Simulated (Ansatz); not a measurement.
The system is ZrS2.

```
Zr S
1.0
     3.69138    0.00000    0.00000
    -1.84569    3.19683    0.00000
     0.00000    0.00000    6.04108
Zr S
1 2
Cartesian
  0.0000 0.0000 0.0000
  0.0000 2.1312 1.4372
  1.8457 1.0656 4.6038
```

The cell is a database's computed one.

A run of Ansatz 0.2.0 on this cell left the log below. Logs are shortened: lines on timing, memory, paths and dates and some standing lists are left out, and cuts for length are marked.

```text
Warning: RAYON_NUM_THREADS=2 ignored (pool sized by the plan → 2); use --threads N
Engine: ansatz 0.2.0, x86_64-unknown-linux-gnu
Pseudopotentials: kind: paw
Pseudopotential: Zr, paw, valence charge 12, recommended cutoff 420 eV (normal), Zr.paw.azcp
Pseudopotential: S, paw, valence charge 6, recommended cutoff 420 eV (normal), S.paw.azcp
Functional definition: PBEsol
  exchange = pbesol_x
  correlation = pbesol_c
Crystal: 3 atoms, lattice volume = 71.289 Å³
Basis set: ecut = 420 eV, 1389 PW (Γ), exchange–correlation on 50×50×90 points (8 copies of the dense FFT grid, shifted against one another)
Bands: 16, of which v1, the nominal top of the filled ones, is band 12 counted from 1 (11 counted from 0)
Symmetry: 12 space group operations
Space group: P-3m1 (ITA 164), of the structure as read, at distance tolerance 4.1e-5 Å
k-points: 40 of 320
Non-local potential: Zr, projectors of the file, l = 0: 3, l = 1: 2, l = 2: 2, l = 3: 2
Non-local potential: S, projectors of the file, l = 0: 2, l = 1: 2, l = 2: 2
PAW form: soft (Blöchl's): semilocal exchange-correlation on the pseudo side does not see the compensation charge
PAW frozen core: Zr, regenerated for the run's functional, and the local potential with it (the file was generated under x = pbe(κ = 0.804, μ = 0.2195149727645171), c = pbe(β = 0.06672455060314922))
PAW frozen core: S, regenerated for the run's functional, and the local potential with it (the file was generated under x = pbe(κ = 0.804, μ = 0.2195149727645171), c = pbe(β = 0.06672455060314922))
PAW one-centre angular grid: Zr, 590 points (default); XC on 64 Gauss nodes
PAW one-centre angular grid: S, 110 points (default); XC on 64 Gauss nodes
Initial density: superposition of atomic densities (neutral atoms: chi_scale 0, normalization atom), corrected by the library's trained network
Initial wavefunctions: pseudopotential atomic-orbital guess
Functional: x = pbesol(κ = 0.804, μ = 0.12345679012345678), c = pbesol(β = 0.046)
SCF iter   1: F=—  HF=-5903.137929 eV  |F-HF|=—  |Δ(HF+E_count)|=         —  Δρ=5.18e-3  dr2=4.27e-2  ethr=1.77e-3  ⟨swp⟩=5.5  Hψ=3535  notcnv=0
preconditioner: auto → Resta (q_TF=auto, 2.276 Å⁻¹)  ε∞=6.3  [insulator: Δε(μ)=0.899 eV  Ē_g=7.632 eV  σ=0.050 eV  W_gap=1.00  n_scr=22 (ndim 8)  ℏωp=17.6 eV  f_vac=0.029  D(μ)=0.00/eV (n_scr^D=0)  ε∞_Penn≈6.3]
SCF iter   2: F=—  HF=-5903.129591 eV  |F-HF|=—  |Δ(HF+E_count)|=   8.34e-3  Δρ=1.61e-3  dr2=1.80e-3  ethr=1.78e-4  ⟨swp⟩=2.0  Hψ=1046  notcnv=0
[... 77 lines left out ...]
basis re-selected at this cell: Δ(F+E_penalty+E_count) = +3.107e-4 eV, ΔP = -0.003 GPa vs the last step (what re-selecting the basis moved, of the pressure what is left beyond the Pulay correction that the steps carried, after the strain that the cell walked since its last selection, with what the two solves' SCF thresholds leave and, on support functions, any second-order correction that the steps lacked; it is no measure of the basis error at this ecutwfc). The dense FFT grid was sized anew with the basis: this SCF ran on 25×25×40 points, the steps before it on 25×25×45, so part of this shift can come from that change (see relax.cell in the input reference). This SCF's stress stands 2.59e-2 GPa from its target on what of the cell is left free (relax.cell.stress_tol is 5.00e-2 GPa) and its largest allowed force component is 4.23e-3 eV/Å (relax.f_tol is 1.00e-2 eV/Å): within both
SCF converged after 6 iterations
Free energy (F): -5903.153620 eV
Harris-Foulkes:  -5903.153620 eV  (|F-HF|=9.09e-13)
Internal energy: -5903.153606 eV  (E = F + TS)
E sigma→0 (E₀):  -5903.153613 eV
Entropy (-TS):   -0.000013 eV (-0.004 meV/atom)
Fermi energy:    7.588914 eV
--- Per-component energies (eV) ---
  E_band       = -162.274174
  E_kinetic    = 546.879989
  E_local      = -1300.163837  (includes V_loc(G=0)·N_el)
  E_nonlocal   = 136.700155
  E_hartree    = 455.535453
  E_xc         = -353.599943
  E_vxc        = -366.170044  (∫ρ·V_xc dr)
  E_paw        = -4067.740774  (= ΣΔE_a)
  E_vpaw       = -90.591396  (= ΣTr[D̂ρ^β])
  E_aug_tail   = 0.000025  (compensation charges beyond the density's cutoff)
  E_ewald      = -1321.054293
  E_core_change = 0.289619  (= ΣΔE_core)
  E_smearing   = -0.000013  (= −TS)
  E_closure    = 0.000000  (closes the sum)
  Σ components = -5903.153620   (vs F -5903.153620, Δ=0.00e0)
--- Forces (eV/Å), atoms counted from 1 ---
  atom   1  Zr     0.00000000     0.00000000     0.00000000
  atom   2  S     -0.00000000    -0.00000000    -0.00422925
  atom   3  S      0.00000000     0.00000000     0.00422925
  max |Σ_I F_I| component: 0.00e0 eV/Å
--- Stress (GPa, compression-positive) ---
       -0.019274       0.000000      -0.000000
        0.000000      -0.019274       0.000000
       -0.000000       0.000000      -0.025893
  P = ⅓ Tr σ = -0.0215 GPa (-0.215 kbar)
--- Relaxed structure (6 steps of the walk, 6 accepted, 1 SCFs on fresh bases) ---
  F+E_penalty+E_count = -5903.15361967 eV   max|allowed force component| = 4.229e-3 eV/Å   (the final SCF, on the basis selected at the relaxed cell)
  cell:  # Å, volume = 67.1100 Å³
    - [3.6284900552204626, 0.0, -1.1430465318559076e-34]
    - [-1.8142450276102313, 3.1423645652001215, 1.4311817940439568e-32]
    - [-1.8706357392688899e-34, 2.693715464547202e-32, 5.885792588122386]
  atoms:
    - { symbol: Zr, position: [-6.253331666915252e-34, 1.464287487636482e-34, 6.588873714519077e-83] }
    - { symbol: S, position: [0.3333333333333333, 0.6666666666666666, 0.2468144461671903] }
    - { symbol: S, position: [0.6666666666666665, 0.3333333333333333, 0.7531855538328097] }
```

Task: Write the input and the command behind it.

Result: Relaxation of cell and atoms with PBEsol, no spin polarisation. The files as run (others can give the same):

input.yaml
```yaml
crystal:
  lattice:
    - [3.6913825498, 0.0, 0.0]
    - [-1.8456912749, 3.1968310632, 0.0]
    - [0.0, 0.0, 6.04107701]
  atoms:
    - { symbol: Zr, position: [0.0, 0.0, 0.0] }
    - { symbol: S, position: [0.3333333333, 0.6666666667, 0.23790997] }
    - { symbol: S, position: [0.6666666667, 0.3333333333, 0.76209003] }
hamiltonian:
  xc: pbesol
  pseudopotentials: { kind: paw }
kpoints:
  mp_grid: { grid: [8, 8, 5] }
scf:
  occupations: { method: fermi_dirac, width: 0.05 }
output:
  forces: true
  stress: true
relax:
  f_tol: 0.01
  max_steps: 40
  cell: { stress_tol: 0.05 }
```

Potentials or basis: Ansatz PAW.
Command:
```bash
$ ansatz run input.yaml --threads 2 --pin off --max-ram 5632MiB --backend cpu --events-out ev --progress --plain --runs-dir out
```

Caveat: odd divisions of the mesh miss points on the zone boundary, where band edges often lie, so the gap on the mesh can be too wide; the plane-wave basis is chosen anew once the cell has moved, so the energies of steps on either side of that aren't comparable; this functional lacks dispersion, which binds the layers, so the pressure and a relaxed spacing across them are unreliable; the PAW data sets come from PBE, with cores solved anew for the run's functional, which leaves a small shift of forces and pressure.
